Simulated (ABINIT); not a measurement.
Here is an ABINIT 10.8.3 (patched build) calculation.

Contents of run.abi:

```
# Pseudopotentials
pp_dirpath "./"
pseudos "Si.upf"

# Structure
acell 3.79911559 3.7991155987 6.27702753 Angstrom
rprim
     1.0000000000     0.0000000000     0.0000000000
    -0.5000000002     0.8660254037     0.0000000000
     0.0000000000     0.0000000000     1.0000000000
ntypat 1
znucl 14
natom 4
typat 1 1 1 1
xred
     0.6666666700     0.3333333300     0.9370749300
     0.3333333300     0.6666666700     0.4370749300
     0.6666666700     0.3333333300     0.5629250700
     0.3333333300     0.6666666700     0.0629250700
chkprim 0
chksymtnons 0
tolsym 1.0e-6

# Plane-wave basis
ecut 16.0

# k points
kptopt 1
ngkpt 6 6 3
nshiftk 1
shiftk 0.0 0.0 0.0

# Exchange and correlation
ixc 7

# Bands and occupations
nband 12
occopt 3
tsmear 0.05 eV

# SCF cycle
nstep 100
tolvrs 1.0e-10

# Output
iomode 3
prtwf 0
prteig 0
prtebands 0
prtvol 2
prtden 1
prtvha 1
prtvclmb 1
prtpot 1
prtelf 1
```

Potentials or basis: PseudoDojo NC SR LDA v0.4.1 standard.

The run is started by

```sh
$ abinit run.abi > log 2>&1
```

(1) What does it give for the pressure?

(2) What does it give for the band gap on the k mesh?

Answers

(1) 0.0 GPa.

(2) 0.27 eV, indirect (least direct gap 0.99 eV).

Caveat: an odd mesh through Γ misses points on the zone boundary, where band edges often lie.
